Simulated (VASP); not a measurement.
# SiO2 (Cristobalite) (P4_12_12) in VASP: notebook

The runs below take SiO2 (Cristobalite) through single point, with LDA.

Program: VASP 6.6.1. These are calculated values, not measurements. Logs are shortened: lines on timing, memory, paths and dates and some standing lists are left out, and cuts for length are marked.

### 1 Starting point

The structure is tetragonal, space group P4_12_12 (No. 92). Conventional cell: a = 4.982 Å, b = 4.982 Å, c = 6.963 Å, α = 90.00°, β = 90.00°, γ = 90.00°. Si (site symmetry 2) has 4 O at 1.60 to 1.61 Å as nearest neighbours. O (site symmetry 1) is surrounded by 2 Si at 1.60 to 1.61 Å.

### 2 Single point, LDA

Input file INCAR:

```
SYSTEM = SiO2
PREC = Accurate ; ENCUT = 400
EDIFF = 1E-7 ; ISMEAR = 0
SIGMA = 0.05 ; LREAL = .FALSE.
LASPH = .TRUE. ; NELM = 100
ALGO = Normal ; ISIF = 2
LWAVE = .FALSE. ; LCHARG = .FALSE.
GGA = CA ; ADDGRID = .FALSE.
```

Input file KPOINTS:

```
Automatic mesh
0
G
  4 4 3
  0 0 0
```

Input file POSCAR:

```
SiO2
1.0
    4.9820000000      0.0000000000      0.0000000000
    0.0000000000      4.9820000000      0.0000000000
    0.0000000000      0.0000000000      6.9630000000
Si O
4 8
Direct
    0.7989700000      0.2010300000      0.7500000000
    0.7010300000      0.7010300000      0.5000000000
    0.2010300000      0.7989700000      0.2500000000
    0.2989700000      0.2989700000      0.0000000000
    0.1034700000      0.2398900000      0.8218700000
    0.2601100000      0.6034700000      0.0718700000
    0.8965300000      0.7601100000      0.3218700000
    0.7398900000      0.3965300000      0.5718700000
    0.6034700000      0.2601100000      0.9281300000
    0.7601100000      0.8965300000      0.6781300000
    0.3965300000      0.7398900000      0.4281300000
    0.2398900000      0.1034700000      0.1781300000
```

Potentials or basis: VASP PAW LDA potentials, release 64 (Si, O).

Command:

```
> cat potpaw_LDA.64/Si/POTCAR potpaw_LDA.64/O/POTCAR > POTCAR
> mpirun -np 1 vasp_std > vasp.out
```

OUTCAR:

```text
SYSTEM = SiO2
   PREC = Accurate
   ENCUT = 400
   EDIFF = 1E-7
   ISMEAR = 0
   LREAL = .FALSE.
   LASPH = .TRUE.
   NELM = 100
   ISIF = 2
   GGA = CA

 Found     12 irreducible k-points:

 Following reciprocal coordinates:
            Coordinates               Weight
  0.000000  0.000000  0.000000      1.000000
  0.250000  0.000000  0.000000      4.000000
  0.500000  0.000000  0.000000      2.000000
  0.250000  0.250000  0.000000      4.000000
  0.500000  0.250000  0.000000      4.000000
  0.500000  0.500000  0.000000      1.000000
   k-points           NKPTS =     12   k-points in BZ     NKDIM =     12   number of bands    NBANDS=     39
   number of dos      NEDOS =    301   number of ions     NIONS =     12
   total plane-waves  NPLWV =  49152
   dimension x,y,z NGX =    32 NGY =   32 NGZ =   48
   dimension x,y,z NGXF=    64 NGYF=   64 NGZF=   96
   ions per type =               4   8
   NGX,Y,Z   is equivalent  to a cutoff of  10.68, 10.68, 11.46 a.u.
   NGXF,Y,Z  is equivalent  to a cutoff of  21.36, 21.36, 22.92 a.u.
 SYSTEM =  SiO2
   PREC   = accura    normal or accurate (medium, high low for compatibility)
   ISTART =      0    job   : 0-new  1-cont  2-samecut
   ICHARG =      2    charge: 1-file 2-atom 10-const
   ISPIN  =      1    spin polarized calculation?
   LNONCOLLINEAR =      F non collinear calculations
   LSORBIT =      F    spin-orbit coupling
   LASPH  =      T    aspherical Exc in radial PAW
   ENCUT  =  400.0 eV  29.40 Ry    5.42 a.u.   8.12  8.12 11.35*2*pi/ulx,y,z
   NELM   =    100;   NELMIN=  2; NELMDL= -5     # of ELM steps
   EDIFF  = 0.1E-06   stopping-criterion for ELM
   LREAL  =      F    real-space projection
   EDIFFG = 0.1E-05   stopping-criterion for IOM
   NSW    =      0    number of steps for IOM
   IBRION =     -1    ionic relax: 0-MD 1-quasi-New 2-CG
   NFREE  =      0    steps in history (QN), initial steepest desc. (CG)
   ISIF   =      2    stress and relaxation
   ISYM   =      2    0-nonsym 1-usesym 2-fastsym
   POTIM  = 0.5000    time-step for ionic-motion
   TEBEG  =    0.0;   TEEND  =   0.0 temperature during run
   PSTRESS=    0.0 pullay stress
   NELECT =      64.0000    total number of electrons
   NUPDOWN=      -1.0000    fix difference up-down
   EMIN   =  10.00;   EMAX   =-10.00  energy-range for DOS
   EFERMI =   0.00;   METHOD = LEGACY
   ISMEAR =     0;   SIGMA  =   0.05  broadening in eV -4-tet -1-fermi 0-gaus
   EFERMI_NEDOS =   21; number of points for ismear=-14 and -15
   IALGO  =     38    algorithm
   IMIX   =      4    mixing-type and parameters
     AMIX     =   0.40;   BMIX     =  1.00
     AMIX_MAG =   1.60;   BMIX_MAG =  1.00
  volume/ion in A,a.u.               =      14.40        97.19
  Fermi-wavevector in a.u.,A,eV,Ry     =   1.175620  2.221599 18.804365  1.382082
  Thomas-Fermi vector in A             =   2.311997
   LORBIT       =      0    0 simple, 1 ext, 2 COOP (PROOUT), +10 PAW based schemes
   GGA     = CA    functional components
   LHFCALC =     F    Hartree Fock is set to
   AEXX    =    0.0000 exact exchange contribution
   IVDW    =     0    specifies the selected vdW correction
   LEPSILON=     F    determine dielectric tensor
   LRPA    =     F    only Hartree local field effects (RPA)
 non-spin polarized calculation
 Gauss-broadening in eV      SIGMA  =   0.05
  energy-cutoff  :      400.00
  volume of cell :      172.82
 maximum number of plane-waves:      3168
   NGX = 17   NGY = 17   NGZ = 23

 number of electron      63.9999923 magnetization

 Free energy of the ion-electron system (eV)
  ---------------------------------------------------
  ext. energy  EPLUGINS =         0.00000000
  ---------------------------------------------------
  free energy    TOTEN  =      -103.93674542 eV

  energy without entropy =     -103.93674542  energy(sigma->0) =     -103.93674542

 E-fermi :   0.0588     XC(G=0):  -8.9500

 val. band max:       -0.1727849903   @ k =   0.0000   0.0000   0.0000
 cond. band min:       5.3501006171   @ k =   0.0000   0.0000   0.0000
 fundamental gap:      5.5228856074
 Fermi energy:         0.0587597085

 k-point     1 :       0.0000    0.0000    0.0000
  band No.  band energies     occupation
      1     -19.4329      2.00000
      2     -18.5026      2.00000
      3     -18.5026      2.00000
      4     -17.2806      2.00000
      5     -17.2272      2.00000
      6     -17.2256      2.00000
[... 31 lines left out ...]
     38       9.2467      0.00000
     39       9.5698      0.00000

 k-point     2 :       0.2500    0.0000    0.0000
  band No.  band energies     occupation
      1     -19.3027      2.00000
      2     -18.6378      2.00000
      3     -18.3440      2.00000
      4     -17.4404      2.00000
      5     -17.2879      2.00000
      6     -17.2607      2.00000
[... 31 lines left out ...]
     38       9.2789      0.00000
     39       9.5115      0.00000

 k-point     3 :       0.5000    0.0000    0.0000
  band No.  band energies     occupation
      1     -18.9746      2.00000
      2     -18.9746      2.00000
      3     -17.9262      2.00000
      4     -17.9262      2.00000
      5     -17.2932      2.00000
      6     -17.2932      2.00000
[... 31 lines left out ...]
     38       9.3822      0.00000
     39       9.5807      0.00000

 k-point     4 :       0.2500    0.2500    0.0000
  band No.  band energies     occupation
      1     -19.1698      2.00000
      2     -18.4882      2.00000
      3     -18.4804      2.00000
      4     -17.6273      2.00000
      5     -17.2943      2.00000
      6     -17.2621      2.00000
[... 31 lines left out ...]
     38       9.2956      0.00000
     39       9.6101      0.00000

 k-point     5 :       0.5000    0.2500    0.0000
  band No.  band energies     occupation
      1     -18.8322      2.00000
      2     -18.8322      2.00000
      3     -18.0805      2.00000
      4     -18.0805      2.00000
      5     -17.2957      2.00000
      6     -17.2957      2.00000
[... 31 lines left out ...]
     38       9.4685      0.00000
     39       9.7405      0.00000

 k-point     6 :       0.5000    0.5000    0.0000
  band No.  band energies     occupation
      1     -18.4744      2.00000
      2     -18.4744      2.00000
      3     -18.4594      2.00000
      4     -18.4594      2.00000
      5     -17.2971      2.00000
      6     -17.2971      2.00000
[... 31 lines left out ...]
     38       9.4405      0.00000
     39       9.8577      0.00000

 [... further k-points ...]
[... 5 lines left out ...]
  --------------------------------------------------------------------------------------
  -------------------------------------------------------------------------------------
  Total       -4.1003680     -4.1003680     -3.5380423      0.0000000      0.0000000      0.0000000
  in kB      -38.0127749    -38.0127749    -32.7996915      0.0000000      0.0000000      0.0000000
  external PRESSURE =     -36.2750804 kB  Pullay stress =       0.0000000 kB

 VOLUME and BASIS-vectors are now :
 -----------------------------------------------------------------------------
  energy-cutoff  :      400.00
  volume of cell :      172.82
      direct lattice vectors                 reciprocal lattice vectors
     4.982000000  0.000000000  0.000000000     0.200722601  0.000000000  0.000000000
     0.000000000  4.982000000  0.000000000     0.000000000  0.200722601  0.000000000
     0.000000000  0.000000000  6.963000000     0.000000000  0.000000000  0.143616257

 POSITION                                       TOTAL-FORCE (eV/Angst)
 -----------------------------------------------------------------------------------
      3.98047      1.00153      5.22225         0.128860     -0.128860      0.000000
      3.49253      3.49253      3.48150        -0.128860     -0.128860      0.000000
      1.00153      3.98047      1.74075        -0.128860      0.128860      0.000000
      1.48947      1.48947      0.00000         0.128860      0.128860      0.000000
      0.51549      1.19513      5.72268        -0.088186     -0.044475     -0.113470
      1.29587      3.00649      0.50043         0.044475     -0.088186     -0.113470
      4.46651      3.78687      2.24118         0.088186      0.044475     -0.113470
      3.68613      1.97551      3.98193        -0.044475      0.088186     -0.113470
      3.00649      1.29587      6.46257        -0.088186      0.044475      0.113470
      3.78687      4.46651      4.72182         0.044475      0.088186      0.113470
      1.97551      3.68613      2.98107         0.088186     -0.044475      0.113470
      1.19513      0.51549      1.24032        -0.044475     -0.088186      0.113470
 -----------------------------------------------------------------------------------
    total drift:                               -0.000001      0.000001     -0.000000

  FREE ENERGIE OF THE ION-ELECTRON SYSTEM (eV)
  ---------------------------------------------------
  free  energy   TOTEN  =      -103.9367454219 eV

  energy  without entropy=     -103.9367454219  energy(sigma->0) =     -103.93674542
```

OSZICAR:

```text
N       E                     dE             d eps       ncg     rms          rms(c)
DAV:   1     0.383819061678E+03    0.38382E+03   -0.29198E+04   936   0.122E+03
DAV:   2    -0.881979799544E+02   -0.47202E+03   -0.45844E+03  1196   0.321E+02
DAV:   3    -0.116926585638E+03   -0.28729E+02   -0.28642E+02  1104   0.899E+01
DAV:   4    -0.117346403322E+03   -0.41982E+00   -0.41919E+00  1112   0.115E+01
DAV:   5    -0.117355578330E+03   -0.91750E-02   -0.91723E-02  1090   0.164E+00    0.301E+01
DAV:   6    -0.104327129013E+03    0.13028E+02   -0.56976E+01  1076   0.354E+01    0.147E+01
DAV:   7    -0.104075801728E+03    0.25133E+00   -0.15216E+00  1156   0.551E+00    0.531E+00
DAV:   8    -0.103953318787E+03    0.12248E+00   -0.81348E-02  1097   0.184E+00    0.191E+00
DAV:   9    -0.103935609884E+03    0.17709E-01   -0.27480E-02  1097   0.106E+00    0.329E-01
DAV:  10    -0.103936838053E+03   -0.12282E-02   -0.38468E-03  1097   0.318E-01    0.112E-01
DAV:  11    -0.103936739526E+03    0.98526E-04   -0.12640E-03  1097   0.190E-01    0.190E-02
DAV:  12    -0.103936743350E+03   -0.38240E-05   -0.29577E-05  1090   0.297E-02    0.110E-02
DAV:  13    -0.103936745188E+03   -0.18373E-05   -0.79246E-06  1104   0.133E-02    0.547E-03
DAV:  14    -0.103936745403E+03   -0.21557E-06   -0.30998E-07   883   0.319E-03    0.107E-03
DAV:  15    -0.103936745422E+03   -0.18641E-07   -0.33318E-08   720   0.901E-04
   1 F= -.10393675E+03 E0= -.10393675E+03  d E =-.285516E-12
```

It took 64 s on 1 thread of Intel Xeon Platinum 8375C at 2.90GHz (Ice Lake), shared host; peak memory 0.18 GiB.

These settings aren't checked as converged: the numbers below hold their error.

Results:

| Property | Result |
| --- | --- |
| Free energy | -103.9367 eV |
| Largest force | 0.182 eV/Å |
| Band gap on the k mesh | 5.52 eV, direct |

Caveat: the cutoff is under 1.25 times the usual one of these potentials, so pressure, stress and relaxed cells hold a basis-set (Pulay) error.

### 3 Single point, LDA

INCAR: that of step 2 with these lines changed.

```diff
@@ -1,3 +1,3 @@
 SYSTEM = SiO2
-PREC = Accurate ; ENCUT = 400
+PREC = Accurate ; ENCUT = 220
 EDIFF = 1E-7 ; ISMEAR = 0
```

Input file KPOINTS:

```
Automatic mesh
0
G
  6 6 4
  0 0 0
```

POSCAR is that of step 2.

Potentials or basis: VASP PAW LDA potentials, release 64 (Si, O).

Command:

```
> cat potpaw_LDA.64/Si/POTCAR potpaw_LDA.64/O/POTCAR > POTCAR
> mpirun -np 1 vasp_std > vasp.out
```

Run time: 40 s. Hardware: 1 thread of Intel Xeon Platinum 8375C at 2.90GHz (Ice Lake), shared host; peak memory 0.15 GiB.

The run converged, but a check on its numbers failed (symmetry, net force, bounds or a known fault of this set-up), so they aren't taken as properties of the crystal.

Caveat: the cutoff lies under the usual one of these potentials, so the numbers hold a large basis-set error; a pressure of tens of GPa on the cell as given is suspect, and the run, the potentials or the cell itself is likely at fault.

### 4 Single point, LDA

Input file INCAR:

```
SYSTEM = SiO2
PREC = Accurate ; ENCUT = 460
EDIFF = 1E-7 ; ISMEAR = 0
SIGMA = 0.5 ; LREAL = .FALSE.
LASPH = .TRUE. ; NELM = 100
ALGO = Normal ; ISIF = 2
LWAVE = .FALSE. ; LCHARG = .FALSE.
GGA = CA ; ADDGRID = .FALSE.
```

Input file KPOINTS:

```
Automatic mesh
0
G
  4 4 3
  0 0 0
```

POSCAR is that of step 3.

Potentials or basis: VASP PAW LDA potentials, release 64 (Si, O).

Command:

```
> cat potpaw_LDA.64/Si/POTCAR potpaw_LDA.64/O/POTCAR > POTCAR
> mpirun -np 1 vasp_std > vasp.out
```

OUTCAR:

```text
SYSTEM = SiO2
   PREC = Accurate
   ENCUT = 460
   EDIFF = 1E-7
   ISMEAR = 0
   LREAL = .FALSE.
   LASPH = .TRUE.
   NELM = 100
   ISIF = 2
   GGA = CA

 Found     12 irreducible k-points:

 Following reciprocal coordinates:
            Coordinates               Weight
  0.000000  0.000000  0.000000      1.000000
  0.250000  0.000000  0.000000      4.000000
  0.500000  0.000000  0.000000      2.000000
  0.250000  0.250000  0.000000      4.000000
  0.500000  0.250000  0.000000      4.000000
  0.500000  0.500000  0.000000      1.000000
   k-points           NKPTS =     12   k-points in BZ     NKDIM =     12   number of bands    NBANDS=     39
   number of dos      NEDOS =    301   number of ions     NIONS =     12
   total plane-waves  NPLWV =  64800
   dimension x,y,z NGX =    36 NGY =   36 NGZ =   50
   dimension x,y,z NGXF=    72 NGYF=   72 NGZF=  100
   ions per type =               4   8
   NGX,Y,Z   is equivalent  to a cutoff of  12.01, 12.01, 11.94 a.u.
   NGXF,Y,Z  is equivalent  to a cutoff of  24.03, 24.03, 23.88 a.u.
 SYSTEM =  SiO2
   PREC   = accura    normal or accurate (medium, high low for compatibility)
   ISTART =      0    job   : 0-new  1-cont  2-samecut
[... 66 lines left out ...]
      1     -19.4261      2.00000
      2     -18.4940      2.00000
      3     -18.4940      2.00000
      4     -17.2686      2.00000
      5     -17.2172      2.00000
      6     -17.2144      2.00000
[... 241 lines left out ...]
     38       9.4386      0.00000
     39       9.8549      0.00000

 [... further k-points ...]
[... 5 lines left out ...]
  --------------------------------------------------------------------------------------
  -------------------------------------------------------------------------------------
  Total       -0.1274594     -0.1274594      0.4268708      0.0000000      0.0000000      0.0000000
  in kB       -1.1816223     -1.1816223      3.9573380      0.0000000      0.0000000      0.0000000
  external PRESSURE =       0.5313645 kB  Pullay stress =       0.0000000 kB

 VOLUME and BASIS-vectors are now :
 -----------------------------------------------------------------------------
  energy-cutoff  :      460.00
  volume of cell :      172.82
      direct lattice vectors                 reciprocal lattice vectors
     4.982000000  0.000000000  0.000000000     0.200722601  0.000000000  0.000000000
     0.000000000  4.982000000  0.000000000     0.000000000  0.200722601  0.000000000
     0.000000000  0.000000000  6.963000000     0.000000000  0.000000000  0.143616257

 POSITION                                       TOTAL-FORCE (eV/Angst)
 -----------------------------------------------------------------------------------
      3.98047      1.00153      5.22225         0.128633     -0.128633     -0.000000
      3.49253      3.49253      3.48150        -0.128633     -0.128633      0.000000
      1.00153      3.98047      1.74075        -0.128633      0.128633      0.000000
      1.48947      1.48947      0.00000         0.128633      0.128633      0.000000
      0.51549      1.19513      5.72268        -0.087117     -0.044244     -0.115484
      1.29587      3.00649      0.50043         0.044244     -0.087117     -0.115484
      4.46651      3.78687      2.24118         0.087117      0.044244     -0.115484
      3.68613      1.97551      3.98193        -0.044244      0.087117     -0.115484
      3.00649      1.29587      6.46257        -0.087117      0.044244      0.115484
      3.78687      4.46651      4.72182         0.044244      0.087117      0.115484
      1.97551      3.68613      2.98107         0.087117     -0.044244      0.115484
      1.19513      0.51549      1.24032        -0.044244     -0.087117      0.115484
 -----------------------------------------------------------------------------------
    total drift:                               -0.000000      0.000000     -0.000000

  FREE ENERGIE OF THE ION-ELECTRON SYSTEM (eV)
  ---------------------------------------------------
  free  energy   TOTEN  =      -103.7774895458 eV

  energy  without entropy=     -103.7774895458  energy(sigma->0) =     -103.77748955
```

It took 87 s on 1 thread of Intel Xeon Platinum 8375C at 2.90GHz (Ice Lake), shared host; peak memory 0.2 GiB.

These settings aren't checked as converged: the numbers below hold their error.

What came out:

* Free energy: -103.7775 eV
* Pressure: 0.1 GPa
* Largest force: 0.182 eV/Å
* Band gap on the k mesh: 5.52 eV, direct

Caveat: the cutoff is under 1.25 times the usual one of these potentials, so pressure, stress and relaxed cells hold a basis-set (Pulay) error.
